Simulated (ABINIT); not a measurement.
BAs:

```xyz
2
Lattice="0.0000 2.3885 2.3885 2.3885 0.0000 2.3885 2.3885 2.3885 0.0000" Properties=species:S:1:pos:R:3 pbc="T T T"
As    3.5827    3.5827    3.5827
B     0.0000    0.0000    0.0000
```

Base run:

```yaml
Program: ABINIT 10.8.3 (patched build)
Functional: SCAN
Potentials_or_basis: JTH PAW PBE v2.0
Cutoff: 490 eV
k_mesh: 10 × 10 × 10
Occupations: fermi-dirac, width 0.05 eV
Spin: no spin polarisation
```

Its results: band gap on the k mesh 1.41 eV, indirect (least direct gap 3.59 eV); pressure -0.7 GPa.

**Question.** After a change of settings the same cell gave: band gap on the k mesh 1.13 eV, indirect (least direct gap 3.25 eV); pressure -3.8 GPa. Which change was it?
A. functional from SCAN to LDA
B. functional from SCAN to revPBE
C. functional from SCAN to PW91
D. functional from SCAN to AM05

**Answer.** A.

SCAN gives the wider gap, since meta-GGAs in the generalised Kohn-Sham scheme recover part of the derivative discontinuity.

Caveats: the PAW data sets were made with another functional, which shifts forces and pressure a little.

Runs at the PBE level aren't shown here.
